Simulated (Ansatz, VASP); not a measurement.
# One calculation of TaN, two programs

```
CELL_PARAMETERS angstrom
2.88947 0.00000 0.00000
-1.44473 2.50235 0.00000
0.00000 0.00000 5.86080
ATOMIC_POSITIONS crystal
Ta 0.00000 0.00000 0.00000
Ta 0.00000 0.00000 0.50000
N 0.33333 0.66667 0.25000
N 0.66667 0.33333 0.75000
```

Alike in both runs: functional PBEsol; k mesh 18 × 18 × 8; occupations gaussian, width 0.1 eV; no spin polarisation.

Ansatz relaxed the structure, and its values are those at the end. VASP's run is a single point on that final structure, the one shown.

```csv
,VASP,Ansatz
version,VASP 6.6.1,Ansatz 0.2.0
potentials or method,"VASP PAW PBE potentials, release 64 (Ta_pv, N)","scalar-relativistic, plane waves, PAW"
plane-wave cutoff (eV),520,420
valence electrons in the cell,32,36
```

```csv
,VASP,Ansatz,Ansatz less VASP
gap on the k mesh at the Fermi level (eV),none,none,-
pressure (GPa),0.9,0.0,-0.88
```

A gap of «none» marks a metal or a gap that the smearing closes. With one functional, cell and mesh, what is left measures potentials, basis and numerics. The two sets of potentials don't hold the same shells in valence.

Caveats: the PAW data sets were made with another functional, which shifts forces and pressure a little (VASP). Spin-orbit coupling is left out, which matters for the levels of Ta.
